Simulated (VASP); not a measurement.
The system is Pb.

```xyz
1
Lattice="0.0000 2.4750 2.4750 2.4750 0.0000 2.4750 2.4750 2.4750 0.0000" Properties=species:S:1:pos:R:3 pbc="T T T"
Pb    0.0000    0.0000    0.0000
```

* Program: VASP 6.6.1
* Task: relaxation of cell and atoms
* Functional: PBE
* Potentials or basis: VASP PAW PBE potentials, release 64 (Pb_d_GW)
* Cutoff: 630 eV
* k mesh: 9 × 9 × 9
* Occupations: fermi-dirac, width 0.05 eV
* Spin: no spin polarisation

At the start: pressure 2.2 GPa; volume 30.32 Å³/atom.

Question: How do energy, volume and symmetry change on relaxing?

Answer: Over 3 steps the energy falls by 10.3 meV/atom and the volume is 31.87 Å³/atom (+5.1 %); space group Fm-3m (No. 225, to 0.05 Å).

The path:
```
step  energy change (eV)  largest force (eV/Å)  pressure (GPa)  volume (Å³)
   1              0.0000                0.0000            2.24        30.32
   2             -0.0099                0.0000           -0.43        32.22
   3             -0.0103                0.0000            0.03        31.87
```

Final structure:
```
Pb
1.0
     0.00000    2.51634    2.51634
     2.51634    0.00000    2.51634
     2.51634    2.51634    0.00000
Pb
1
Direct
  0.00000 0.00000 0.00000
```

The cell as given is a measured one (30.32 Å³/atom); PBE puts the equilibrium volume +5.1 % from it, thermal expansion not counted.
